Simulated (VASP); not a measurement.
Runs of VASP 6.6.1 on MgSe. It takes space group Fm-3m (No. 225, cubic). The conventional cell has a = 5.504 Å, b = 5.504 Å, c = 5.504 Å, α = 90.00°, β = 90.00°, γ = 90.00°. Mg (site symmetry m-3m) has 6 Se at 2.75 Å as nearest neighbours. Se (site symmetry m-3m) has 6 Mg at 2.75 Å as nearest neighbours. The cell was built by a generator and needn't be a form met in nature.

```tsv
task	level	spin	k mesh	grid for exact exchange (PRECFOCK)	screening parameter	exchange at q = 0	gap on the mesh (eV)	pressure (GPa)
band structure	HSE06	off	6 × 6 × 6	Fast	0.2 1/A	-	2.61	(b)
electrostatic potential	PBE0	off	6 × 6 × 6	Fast	-	default	3.30	-1.6
band structure	PBE	off	8 × 8 × 8	-	-	-	1.75	-
band structure	PBE0	off	6 × 6 × 6	Fast	-	truncated	(a)	-1.6
```

Alike in all rows: potentials or basis VASP PAW PBE potentials, release 64 (Mg, Se); cell as given; cutoff (eV) 520; smearing gaussian 0.02 eV.

Estimate the missing entries.

(a) 3.28; (b) -1.7.

Caveats: the PAW data sets were made with another functional, which shifts forces and pressure a little (some runs).

A k mesh can miss the band edges, and the runs leave out spin-orbit coupling on Se.
